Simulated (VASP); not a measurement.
Here is a VASP 6.6.1 calculation.

The input INCAR:

```
SYSTEM = TiO2
PREC     = Accurate       ! precision mode
ENCUT    = 600            ! plane-wave cutoff, eV
EDIFF    = 1E-6           ! SCF threshold, eV
ISMEAR   = 0              ! smearing method
SIGMA    = 0.03           ! smearing width, eV
LREAL    = .FALSE.        ! projectors in reciprocal space
LASPH    = .TRUE.         ! aspherical terms in the spheres
NELM     = 80             ! most SCF steps
ALGO     = Normal         ! electronic algorithm
ISIF     = 3              ! what is computed and relaxed
LWAVE    = .FALSE.        ! write WAVECAR
LCHARG   = .FALSE.        ! write CHGCAR
GGA      = PS             ! functional
IBRION   = 2              ! ionic algorithm
NSW      = 90             ! ionic steps
EDIFFG   = -0.01          ! ionic threshold
KPAR     = 2
```

Contents of KPOINTS:

```
Automatic mesh
0
G
  6 6 10
  0 0 0
```

The input POSCAR:

```
TiO2
1.0
    4.5922000000      0.0000000000      0.0000000000
    0.0000000000      4.5922000000      0.0000000000
    0.0000000000      0.0000000000      2.9574000000
Ti O
2 4
Direct
    0.0000000000      0.0000000000      0.0000000000
    0.5000000000      0.5000000000      0.5000000000
    0.3049600000      0.3049600000      0.0000000000
    0.1950400000      0.8049600000      0.5000000000
    0.6950400000      0.6950400000      0.0000000000
    0.8049600000      0.1950400000      0.5000000000
```

Potentials or basis: VASP PAW PBE potentials, release 64 (Ti_sv, O).

The run is started by

```console
$ cat potpaw_PBE.64/Ti_sv/POTCAR potpaw_PBE.64/O/POTCAR > POTCAR
$ mpirun -np 2 vasp_std > vasp.out
```

Q: What does it give for the space group after relaxing (to 0.05 Å)?

A: P4_2/mnm (No. 136).

Q: What does it give for the band gap on the k mesh?

A: 1.83 eV, direct.

Q: Predict the relaxed volume.

A: 10.34 Å³/atom.

Final structure:
```
Ti O
1.0
     4.59242    0.00000    0.00000
     0.00000    4.59242    0.00000
     0.00000    0.00000    2.94171
Ti O
2 4
Direct
  0.00000 0.00000 0.00000
  0.50000 0.50000 0.50000
  0.30429 0.30429 0.00000
  0.19572 0.80429 0.50000
  0.69572 0.69572 0.00000
  0.80429 0.19572 0.50000
```

Caveat: the PAW data sets were made with another functional, which shifts forces and pressure a little. A k mesh can miss the band edges.
